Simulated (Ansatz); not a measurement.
# InP: the cost of one run

Program: Ansatz 0.2.0. Level of theory: plane waves, PAW. These are calculated values, not measurements.

2 further runs of the same task are left out: 2 that didn't finish.

### Step 1. Starting point

Symmetry: P6_3/mmc, No. 194, hexagonal system. The conventional cell has a = 4.393 Å, b = 4.393 Å, c = 5.973 Å, α = 90.00°, β = 90.00°, γ = 120.00°. In (site symmetry -6m2) is surrounded by 3 P at 2.54 Å. P (site symmetry -6m2) has 3 In at 2.54 Å as nearest neighbours.

Structure file:

```
In P
1.0
     4.39311    0.00000    0.00000
    -2.19655    3.80454    0.00000
     0.00000    0.00000    5.97350
In P
2 2
Direct
  0.33333 0.66667 0.25000
  0.66667 0.33333 0.75000
  0.66667 0.33333 0.25000
  0.33333 0.66667 0.75000
```

The cell was relaxed beforehand with r2SCAN; those runs aren't shown. No run includes spin-orbit coupling, which matters for In.

### Step 2. PBE, cation s and anion p, disentangled, 6×6×4

input.yaml reads:

```yaml
crystal:
  lattice:
    - [4.3931098374, 0.0, 0.0]
    - [-2.1965549187, 3.8045447208, 0.0]
    - [0.0, 0.0, 5.9734965522]
  atoms:
    - { symbol: In, position: [0.3333333333, 0.6666666667, 0.25] }
    - { symbol: In, position: [0.6666666667, 0.3333333333, 0.75] }
    - { symbol: P, position: [0.6666666667, 0.3333333333, 0.25] }
    - { symbol: P, position: [0.3333333333, 0.6666666667, 0.75] }
kpoints:
  mp_grid: { grid: [6, 6, 4] }
  band_path:
    path:
      - [[0.0, 0.0, 0.0], [0.5, 5.900857874212e-17, 0.0], [0.3333333333333, 0.3333333333333, 0.0], [0.0, 0.0, 0.0], [0.0, 0.0, 0.5], [0.5, 5.900857874212e-17, 0.5], [0.3333333333333, 0.3333333333333, 0.5], [0.0, 0.0, 0.5]]
      - [[0.5, 5.900857874212e-17, 0.5], [0.5, 5.900857874212e-17, 0.0]]
      - [[0.3333333333333, 0.3333333333333, 0.5], [0.3333333333333, 0.3333333333333, 0.0]]
    npoints: 10
hamiltonian:
  xc: pbe
scf:
  occupations: { method: fermi_dirac, width: 0.02 }
  n_extra_bands: 8
output:
  forces: false
  stress: false
  eigenvalues: true
  wannier:
    kmesh: [6, 6, 4]
    projections: [{ species: In, l: s, shell: 5 }, { species: P, l: p, shell: 3 }]
    minimise: true
    write_hr: true
    conv_tol: 1.0e-08
    max_iter: 3000
    disentanglement: { window: [-2.67, 19.33], frozen_window: [0.33, 8.13] }
```

Run with:

```bash
$ ansatz run input.yaml --threads 4 --pin off --max-ram 3686MiB --backend cpu --events-out ev --progress --plain --runs-dir out
```

What time and memory should one allow on 4 threads of Arm Neoverse N1, shared host?

About 18 s, with a peak of 0.58 GiB.
